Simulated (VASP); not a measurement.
# K (Fm-3m) in VASP: density of states with PBE+D3(BJ)

Aim: the density of states of K with PBE+D3(BJ).

Program: VASP 6.6.1. These are calculated values, not measurements. Logs are shortened: lines on timing, memory, paths and dates and some standing lists are left out, and cuts for length are marked.

## Step 1: The crystal as given

The structure is cubic, space group Fm-3m (No. 225). The conventional cell has a = 6.520 Å, b = 6.520 Å, c = 6.520 Å, α = 90.00°, β = 90.00°, γ = 90.00°.

This isn't the form of K at room conditions, which is bcc.

## Step 2: Density of states, PBE+D3(BJ)

POSCAR reads:

```
K
1.0
    0.0000000000      3.2597531145      3.2597531145
    3.2597531145      0.0000000000      3.2597531145
    3.2597531145      3.2597531145      0.0000000000
K
1
Direct
    0.0000000000      0.0000000000      0.0000000000
```

INCAR.step1 reads:

```
SYSTEM = K
PREC = Accurate
ENCUT = 520
EDIFF = 1E-6
ISMEAR = 0
SIGMA = 0.1
LREAL = .False.
LASPH = .True.
NELM = 60
ALGO = Fast
ISIF = 2
LWAVE = .False.
LCHARG = .True.
GGA = PE
IVDW = 12
NBANDS = 10
```

KPOINTS.step1 reads:

```
Automatic mesh
0
Gamma
  12 12 12
  0 0 0
```

INCAR.step2 reads:

```
SYSTEM = K
PREC = Accurate
ENCUT = 520
EDIFF = 1E-6
ISMEAR = -5
SIGMA = 0.1
LREAL = .False.
LASPH = .True.
NELM = 60
ALGO = Fast
ISIF = 2
LWAVE = .False.
LCHARG = .False.
GGA = PE
IVDW = 12
LORBIT = 10
NBANDS = 10
NEDOS = 2001
ICHARG = 11
```

KPOINTS.step2 reads:

```
Automatic mesh
0
Gamma
  18 18 18
  0 0 0
```

Potentials or basis: VASP PAW PBE potentials, release 64 (K_sv).

On the command line:

```sh
$ cat potpaw_PBE.64/K_sv/POTCAR > POTCAR
$ cp INCAR.step1 INCAR
$ cp KPOINTS.step1 KPOINTS
$ mpirun -np 1 vasp_std > vasp.out
$ cp INCAR.step2 INCAR
$ cp KPOINTS.step2 KPOINTS
$ mpirun -np 1 vasp_std > vasp.out
```

OUTCAR:

```text
SYSTEM = K
   PREC = Accurate
   ENCUT = 520
   EDIFF = 1E-6
   ISMEAR = -5
   LREAL = .False.
   LASPH = .True.
   NELM = 60
   ISIF = 2
   GGA = PE
   IVDW = 12
   LORBIT = 10
   ICHARG = 11
 IVDW          = 12

 ion  position               nearest neighbor table
   1  0.000  0.000  0.000-

  LATTYP: Found a face centered cubic cell.
 ALAT       =     6.5195062290

  Lattice vectors:

 A1 = (   0.0000000000,   3.2597531145,   3.2597531145)
 A2 = (   3.2597531145,   0.0000000000,   3.2597531145)
 A3 = (   3.2597531145,   3.2597531145,   0.0000000000)

Analysis of symmetry for initial positions (statically):
=====================================================================
 Subroutine PRICEL returns:
 Original cell was already a primitive cell.

 Routine SETGRP: Setting up the symmetry group for a
 face centered cubic supercell.

 Subroutine GETGRP returns: Found 48 space group operations
 (whereof 48 operations were pure point group operations)
 out of a pool of 48 trial point group operations.

The static configuration has the point symmetry O_h .

Analysis of symmetry for dynamics (positions and initial velocities):
=====================================================================
 Subroutine PRICEL returns:
 Original cell was already a primitive cell.

 Routine SETGRP: Setting up the symmetry group for a
 face centered cubic supercell.

 Subroutine GETGRP returns: Found 48 space group operations
 (whereof 48 operations were pure point group operations)
 out of a pool of 48 trial point group operations.

The dynamic configuration has the point symmetry O_h .

 Subroutine INISYM returns: Found 48 space group operations
 (whereof 48 operations are pure point group operations),
 and found     1 'primitive' translations

----------------------------------------------------------------------------------------

                                     Primitive cell

  volume of cell :      69.2762

  direct lattice vectors                    reciprocal lattice vectors
     0.000000000  3.259753115  3.259753115    -0.153385849  0.153385849  0.153385849
     3.259753115  0.000000000  3.259753115     0.153385849 -0.153385849  0.153385849
     3.259753115  3.259753115  0.000000000     0.153385849  0.153385849 -0.153385849

  length of vectors
     4.609987065  4.609987065  4.609987065     0.265672084  0.265672084  0.265672084

  position of ions in fractional coordinates (direct lattice)
     0.000000000  0.000000000  0.000000000

  ion indices of the primitive-cell ions
   primitive index   ion index
                 1           1

----------------------------------------------------------------------------------------

 KPOINTS: Automatic mesh

Automatic generation of k-mesh.
 Grid dimensions read from file:
 generate k-points for:   18   18   18

 Generating k-lattice:

  Cartesian coordinates                     Fractional coordinates (reciprocal lattice)
    -0.008521436  0.008521436  0.008521436     0.055555556  0.000000000  0.000000000
     0.008521436 -0.008521436  0.008521436     0.000000000  0.055555556  0.000000000
     0.008521436  0.008521436 -0.008521436     0.000000000  0.000000000  0.055555556

  Length of vectors
     0.014759560  0.014759560  0.014759560

  Shift w.r.t. Gamma in fractional coordinates (k-lattice)
     0.000000000  0.000000000  0.000000000

 TETIRR: Found    806 inequivalent tetrahedra from    34992

 Subroutine IBZKPT returns following result:
 ===========================================

 Found    195 irreducible k-points:

 Following reciprocal coordinates:
            Coordinates               Weight
  0.000000  0.000000  0.000000      1.000000
  0.055556  0.000000  0.000000      8.000000
  0.111111  0.000000  0.000000      8.000000
  0.166667  0.000000  0.000000      8.000000
  0.222222  0.000000  0.000000      8.000000
  0.277778  0.000000  0.000000      8.000000
[... 16 lines left out ...]
 -0.277778  0.055556  0.000000     24.000000
 -0.222222  0.055556  0.000000     24.000000
 [... further k-points ...]
   k-points           NKPTS =    195   k-points in BZ     NKDIM =    195   number of bands    NBANDS=     10
   number of dos      NEDOS =   2001   number of ions     NIONS =      1
   total plane-waves  NPLWV =  46656
   dimension x,y,z NGX =    36 NGY =   36 NGZ =   36
   dimension x,y,z NGXF=    72 NGYF=   72 NGZF=   72
   ions per type =               1
   NGX,Y,Z   is equivalent  to a cutoff of  12.98, 12.98, 12.98 a.u.
   NGXF,Y,Z  is equivalent  to a cutoff of  25.96, 25.96, 25.96 a.u.
 SYSTEM =  K
   PREC   = accura    normal or accurate (medium, high low for compatibility)
   ISTART =      0    job   : 0-new  1-cont  2-samecut
   ICHARG =     11    charge: 1-file 2-atom 10-const
   ISPIN  =      1    spin polarized calculation?
   LNONCOLLINEAR =      F non collinear calculations
   LSORBIT =      F    spin-orbit coupling
   LASPH  =      T    aspherical Exc in radial PAW
   ENCUT  =  520.0 eV  38.22 Ry    6.18 a.u.   8.57  8.57  8.57*2*pi/ulx,y,z
   NELM   =     60;   NELMIN=  2; NELMDL=  0     # of ELM steps
   EDIFF  = 0.1E-05   stopping-criterion for ELM
   LREAL  =      F    real-space projection
[... 7 lines left out ...]
   TEBEG  =    0.0;   TEEND  =   0.0 temperature during run
   PSTRESS=    0.0 pullay stress
   NELECT =       9.0000    total number of electrons
   NUPDOWN=      -1.0000    fix difference up-down
   EMIN   =  10.00;   EMAX   =-10.00  energy-range for DOS
   EFERMI =   0.00;   METHOD = LEGACY
   ISMEAR =    -5;   SIGMA  =   0.10  broadening in eV -4-tet -1-fermi 0-gaus
   EFERMI_NEDOS =   21; number of points for ismear=-14 and -15
   IALGO  =     68    algorithm
   IMIX   =      4    mixing-type and parameters
     AMIX     =   0.40;   BMIX     =  1.00
     AMIX_MAG =   1.60;   BMIX_MAG =  1.00
  volume/ion in A,a.u.               =      69.28       467.50
  Fermi-wavevector in a.u.,A,eV,Ry     =   0.829140  1.566847  9.353630  0.687472
  Thomas-Fermi vector in A             =   1.941636
   LORBIT       =     10    0 simple, 1 ext, 2 COOP (PROOUT), +10 PAW based schemes
   GGA     = PE    functional components
   LHFCALC =     F    Hartree Fock is set to
   AEXX    =    0.0000 exact exchange contribution
   IVDW    =    12    specifies the selected vdW correction
   LEPSILON=     F    determine dielectric tensor
   LRPA    =     F    only Hartree local field effects (RPA)
 non-spin polarized calculation
 RMM-DIIS sequential band-by-band and
 Fermi weights with tetrahedron method with Bloechl corrections
  energy-cutoff  :      520.00
  volume of cell :       69.28
 maximum number of plane-waves:      1892

 number of electron       9.0000001 magnetization

 Free energy of the ion-electron system (eV)
  ---------------------------------------------------
  ext. energy  EPLUGINS =         0.00000000
  ---------------------------------------------------
  free energy    TOTEN  =        -1.04385991 eV

  energy without entropy =       -1.04385991  energy(sigma->0) =       -1.04385991

 E-fermi :   0.0357     XC(G=0):  -5.7971

 val. band max:        0.0123519368   @ k =   0.5000   0.2222   0.0556
 cond. band min:       0.0372080272   @ k =   0.4444   0.3889   0.0556
 fundamental gap:      0.0248560903
 Fermi energy:         0.0357195350

 k-point     1 :       0.0000    0.0000    0.0000
  band No.  band energies     occupation
      1     -32.0784      2.00000
      2     -15.5243      2.00000
      3     -15.5243      2.00000
      4     -15.5243      2.00000
      5      -2.2272      2.00000
      6       4.2822      0.00000
      7       4.2822      0.00000
      8       4.2822      0.00000
      9       5.5798      0.00000
     10       5.5798      0.00000

 k-point     2 :       0.0556    0.0000    0.0000
  band No.  band energies     occupation
      1     -32.0782      2.00000
      2     -15.5268      2.00000
      3     -15.5246      2.00000
      4     -15.5246      2.00000
      5      -2.1890      2.00000
      6       4.1731      0.00000
      7       4.2984      0.00000
      8       4.2984      0.00000
      9       5.5421      0.00000
     10       5.5423      0.00000

 k-point     3 :       0.1111    0.0000    0.0000
  band No.  band energies     occupation
      1     -32.0778      2.00000
      2     -15.5341      2.00000
      3     -15.5256      2.00000
      4     -15.5256      2.00000
      5      -2.0751      2.00000
      6       3.8864      0.00000
      7       4.3389      0.00000
      8       4.3389      0.00000
      9       5.4546      0.00000
     10       5.4547      0.00000

 k-point     4 :       0.1667    0.0000    0.0000
  band No.  band energies     occupation
      1     -32.0771      2.00000
      2     -15.5452      2.00000
      3     -15.5271      2.00000
      4     -15.5271      2.00000
      5      -1.8880      2.00000
      6       3.4926      0.00000
      7       4.3766      0.00000
      8       4.3766      0.00000
      9       5.3818      0.00000
     10       5.3819      0.00000
[... 222 lines left out ...]
 k-point    22 :      -0.3333    0.0556    0.0000
  band No.  band energies     occupation
      1     -32.0743      2.00000
      2     -15.5898      2.00000
      3     -15.5360      2.00000
      4     -15.5327      2.00000
      5      -0.7666      2.00000
      6       1.8842      0.00000
      7       4.0400      0.00000
      8       4.2305      0.00000
      9       5.7152      0.00000
     10       6.1031      0.00000

 k-point    23 :      -0.2778    0.0556    0.0000
  band No.  band energies     occupation
      1     -32.0751      2.00000
      2     -15.5775      2.00000
      3     -15.5343      2.00000
      4     -15.5308      2.00000
      5      -1.1601      2.00000
      6       2.3944      0.00000
      7       4.1203      0.00000
      8       4.3391      0.00000
      9       5.4072      0.00000
     10       5.8059      0.00000

 k-point    24 :      -0.2222    0.0556    0.0000
  band No.  band energies     occupation
      1     -32.0759      2.00000
      2     -15.5637      2.00000
      3     -15.5323      2.00000
      4     -15.5288      2.00000
      5      -1.4995      2.00000
      6       2.8828      0.00000
      7       4.2009      0.00000
      8       4.4365      0.00000
      9       5.2186      0.00000
     10       5.6157      0.00000

 [... further k-points ...]

------------------------ aborting loop because EDIFF is reached ----------------------------------------

 Edisp (eV)   -0.12018

 E8    (eV) :    -0.0646

  FORCE on cell =-STRESS in cart. coord.  units (eV):
  Direction    XX          YY          ZZ          XY          YZ          ZX
  --------------------------------------------------------------------------------------
  -------------------------------------------------------------------------------------
  Total      -0.01072    -0.01072    -0.01072    -0.00000    -0.00000     0.00000
  in kB      -0.24792    -0.24792    -0.24792    -0.00000    -0.00000     0.00000
  external pressure =       -0.25 kB  Pullay stress =        0.00 kB

 VOLUME and BASIS-vectors are now :
 -----------------------------------------------------------------------------
  energy-cutoff  :      520.00
  volume of cell :       69.28
      direct lattice vectors                 reciprocal lattice vectors
     0.000000000  3.259753115  3.259753115    -0.153385849  0.153385849  0.153385849
     3.259753115  0.000000000  3.259753115     0.153385849 -0.153385849  0.153385849
     3.259753115  3.259753115  0.000000000     0.153385849  0.153385849 -0.153385849

 POSITION                                       TOTAL-FORCE (eV/Angst)
 -----------------------------------------------------------------------------------
      0.00000      0.00000      0.00000         0.000000     -0.000000     -0.000000
 -----------------------------------------------------------------------------------
    total drift:                                0.000000     -0.000000      0.000000

  FREE ENERGIE OF THE ION-ELECTRON SYSTEM (eV)
  ---------------------------------------------------
  free  energy   TOTEN  =        -1.1640383143 eV

  energy  without entropy=       -1.1640383143  energy(sigma->0) =       -1.16403831

 total charge

# of ion       s       p       d       tot
------------------------------------------
    1        1.982   5.554   0.005   7.542
```

Run time: 82 s. Hardware: 1 thread of Intel Xeon Platinum 8488C (Sapphire Rapids), shared host; peak memory 0.28 GiB.

Results:

- Valence electrons inside the program's atomic spheres: K 7.54
- Dispersion energy per atom: -0.120 eV

Levels at points of the mesh, in eV from the Fermi level:
```
           k point  band 3  band 4  band 5  band 6  band 7  band 8
(0.00, 0.00, 0.00)  -15.56  -15.56   -2.26    4.25    4.25    4.25
(0.50, 0.00, 0.00)  -15.57  -15.57    0.31    0.56    4.02    4.02
(0.50, 0.50, 0.00)  -15.59  -15.59    0.87    1.43    2.31    5.12
```

States per cell in windows of 1 eV (zero at the Fermi level; states under -8 eV left out):
```
from (eV)  total  K1_d  K1_p  K1_s
     -8.0   0.00  0.00  0.00  0.00
     -7.0   0.00  0.00  0.00  0.00
     -6.0   0.00  0.00  0.00  0.00
     -5.0   0.00  0.00  0.00  0.00
     -4.0   0.00  0.00  0.00  0.00
     -3.0   0.03  0.00  0.00  0.00
     -2.0   0.34  0.00  0.00  0.02
     -1.0   0.63  0.01  0.02  0.02
      0.0   0.95  0.03  0.03  0.02
      1.0   1.38  0.09  0.05  0.01
      2.0   1.54  0.22  0.03  0.00
      3.0   1.21  0.25  0.01  0.02
      4.0   2.43  0.68  0.04  0.02
      5.0   2.01  0.81  0.03  0.03
      6.0   1.52  0.84  0.01  0.03
      7.0   0.00  0.00  0.00  0.00
```

Caveat: pairwise dispersion overbinds metals, which lowers pressure and volume; tetrahedron occupations give inexact forces and stress in metals.
